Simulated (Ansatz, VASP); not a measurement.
**Ta in VASP and in Ansatz**

```xyz
1
Lattice="-1.6537 1.6537 1.6537 1.6537 -1.6537 1.6537 1.6537 1.6537 -1.6537" Properties=species:S:1:pos:R:3 pbc="T T T"
Ta    0.0000    0.0000    0.0000
```

Alike in both runs: functional r2SCAN; k mesh 18 × 18 × 18; occupations fermi-dirac, width 0.15 eV; no spin polarisation.

Ansatz relaxed the structure, and its values are those at the end. VASP's run is a single point on that final structure, the one shown.

```csv
,VASP,Ansatz
version,VASP 6.6.1,Ansatz 0.2.0
potentials or method,"VASP PAW PBE potentials, release 64 (Ta_pv)","scalar-relativistic, plane waves, PAW"
plane-wave cutoff (eV),520,500
valence electrons in the cell,11,13
```

```csv
,VASP,Ansatz,Ansatz less VASP
gap on the k mesh at the Fermi level (eV),none,none,-
pressure (GPa),0.6,0.0,-0.60
```

A gap of «none» marks a metal or a gap that the smearing closes. With one functional, cell and mesh, what is left measures potentials, basis and numerics. The two sets of potentials don't hold the same shells in valence.

Caveats: the PAW data sets were made with another functional, which shifts forces and pressure a little (VASP). The runs have no spin-orbit coupling, so splittings on Ta are missing.
